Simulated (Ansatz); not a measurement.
# Compressing W: a fit and a missing row

W, Im-3m, a = 3.168 Å. Ansatz: r2SCAN, PAW, 500 eV, Γ-centred 18×18×18 mesh on 1 atom, Gaussian smearing 0.10 eV; no spin polarisation. Symmetry fixes shape and atoms, so the cell is only scaled; pressure is positive in compression.

| V (Å³/atom) | P (GPa) |
| --- | --- |
| 14.950 | ? |
| 15.427 | 10.39 |
| 15.904 | -0.02 |
| 16.381 | -8.83 |
| 16.858 | -16.33 |

Problem. Take V0 = 15.904 Å³/atom, count pressures from its P0 = -0.02 GPa, fit the third-order Birch–Murnaghan form to the other rows, and predict the missing pressure.

Solution. With the Eulerian strain f = ½[(V0/V)^(2/3) − 1] and y = (P − P0)/[3f(1 + 2f)^(5/2)], the form is the line y = B0 + 1.5 B0 (B0′ − 4) f. Rows (f, y): 0.01025, 321.8; -0.00975, 316.4; -0.01905, 314.5. Means f = -0.006183, y = 317.57; Σ(Δf)² = 0.0004483, ΣΔfΔy = 0.1132; the slope is their ratio. y = 319.1 + 252.5 f GPa, so B0 = 319.1 GPa and B0′ = 4 + 2 × (252.5)/(3 × 319.1) = 4.53. At V = 14.950, f = 0.02105, y = 324.42 and P = 22.69 GPa. The run gave 22.63 GPa, so the fit is 0.06 GPa too high, a small miss on the scale of the series. The form still works here, 33 % of the fitted range beyond its end.

Spin–orbit coupling is left out, which can shift energies with elements as heavy as these.